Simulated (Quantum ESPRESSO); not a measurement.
Runs of Quantum ESPRESSO 7.5 on InP. The structure is cubic, space group F-43m (No. 216). Conventional cell: a = 5.861 Å, b = 5.861 Å, c = 5.861 Å, α = 90.00°, β = 90.00°, γ = 90.00°. In (site symmetry -43m) is surrounded by 4 P at 2.54 Å. P (site symmetry -43m) has 4 In at 2.54 Å as nearest neighbours. 

```csv
level,potentials or basis,spin,k mesh,cutoff (eV),k mesh of the self-consistent run,form of the LDA,mesh quality,gap on the mesh (eV)
PBE,PseudoDojo 0.4.1 SR PBE standard,off,18 × 18 × 18,952,18 × 18 × 18,-,not flagged,0.71
PBE,PseudoDojo 0.4 FR PBE standard,"non-collinear, zero start, SOC",4 × 4 × 4,952,8 × 8 × 8,-,coarse,0.68
PBEsol,PseudoDojo 0.4 FR PBEsol standard,"non-collinear, zero start, SOC",2 × 2 × 2,571,8 × 8 × 8,-,coarse,(a)
PBE,PseudoDojo 0.4 SR PBE stringent,off,4 × 4 × 4,1116,8 × 8 × 8,-,coarse,0.71
LDA,PseudoDojo 0.4.1 SR LDA stringent,off,4 × 4 × 4,1007,8 × 8 × 8,PW92,coarse,0.48
```

Alike in all rows: task single point; cell as given; smearing fixed.

Task: Fill in the values left out.

Result: (a) 0.56.

Caveats: some runs use coarse meshes; spin-orbit coupling is left out, which moves the levels of the heavy elements (some runs).

A k mesh can miss the band edges, and rows without SOC leave out spin-orbit coupling on In.

The runs don't all hold the same shells in valence.
